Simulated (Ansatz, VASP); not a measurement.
Two plane-wave programs on Si

```
Si
1.0
     0.00000    2.66550    2.66550
     2.66550    0.00000    2.66550
     2.66550    2.66550    0.00000
Si
2
Direct
  0.25000 0.25000 0.25000
  0.00000 0.00000 0.00000
```

Change from the starting cell: hydrostatic strain -2.1%.

Alike in both runs: task single point; functional r2SCAN; k mesh 8 × 8 × 8; no spin polarisation.

|  | VASP | Ansatz |
| --- | --- | --- |
| version | VASP 6.6.1 | Ansatz 0.2.0 |
| potentials or method | VASP PAW PBE potentials, release 64 (Si) | plane waves, PAW |
| plane-wave cutoff (eV) | 520 | 500 |
| occupations | gaussian, width 0.01 eV | fixed |
| valence electrons in the cell | 8 | 8 |

|  | VASP | Ansatz | Ansatz less VASP |
| --- | --- | --- | --- |
| gap on the k mesh at the Fermi level (eV) | 0.72 | 0.71 | -0.017 |
| pressure (GPa) | 6.7 | 7.0 | +0.26 |

Caveats: the PAW data sets were made with another functional, which shifts forces and pressure a little (VASP). A k mesh can miss the band edges.
